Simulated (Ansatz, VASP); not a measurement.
BeS: VASP beside Ansatz

Contents of INCAR:

```
SYSTEM = BeS
PREC = Accurate ; ENCUT = 520
EDIFF = 1E-7 ; ISMEAR = -1
SIGMA = 0.05 ; LREAL = .False.
LASPH = .True. ; NELM = 100
ALGO = Normal ; ISIF = 2
LWAVE = .False. ; LCHARG = .False.
GGA = PS ; NBANDS = 11
```

KPOINTS

```
regular mesh
0
Gamma
  9 9 9
  0 0 0
```

File POSCAR:

```
BeS
1.0
    0.0000000000      2.4569115543      2.4569115543
    2.4569115543      0.0000000000      2.4569115543
    2.4569115543      2.4569115543      0.0000000000
S Be
1 1
Direct
    0.7500000000      0.7500000000      0.7500000000
    0.0000000000      0.0000000000      0.0000000000
```

The input input.yaml:

```yaml
crystal:
  lattice:
    - [0.0, 2.4569115543, 2.4569115543]
    - [2.4569115543, 0.0, 2.4569115543]
    - [2.4569115543, 2.4569115543, 0.0]
  atoms:
    - { symbol: S, position: [0.75, 0.75, 0.75] }
    - { symbol: Be, position: [0.0, 0.0, 0.0] }
hamiltonian:
  xc: pbesol
  pseudopotentials: { kind: paw }
kpoints:
  mp_grid: { grid: [9, 9, 9] }
scf:
  occupations: { method: fermi_dirac, width: 0.05 }
output:
  forces: true
  stress: true
  eigenvalues: true
```

Change from the starting cell: volume scaled by 1.04.

Alike in both runs: task single point; functional PBEsol; k mesh 9 × 9 × 9; occupations fermi-dirac, width 0.05 eV; no spin polarisation.

```csv
,VASP,Ansatz
version,VASP 6.6.1,Ansatz 0.2.0
potentials or method,"VASP PAW PBE potentials, release 64 (S, Be)",Ansatz PAW
plane-wave cutoff (eV),520,420
valence electrons in the cell,8,8
```

```tsv
	VASP	Ansatz	Ansatz less VASP
gap on the k mesh at the Fermi level (eV)	3.11	3.10	-0.004
least direct gap on the mesh (eV)	5.38	5.38	-0.001
pressure (GPa)	-4.0	-4.2	-0.14
```

With one functional, cell and mesh, what is left measures potentials, basis and numerics.

Caveats: the PAW data sets were made with another functional, which shifts forces and pressure a little (VASP); an odd mesh through Γ misses points on the zone boundary, where band edges often lie (VASP); odd divisions of the mesh miss points on the zone boundary, where band edges often lie, so the gap on the mesh can be too wide (Ansatz); the PAW data sets come from PBE, with cores solved anew for the run's functional, which leaves a small shift of forces and pressure (Ansatz).
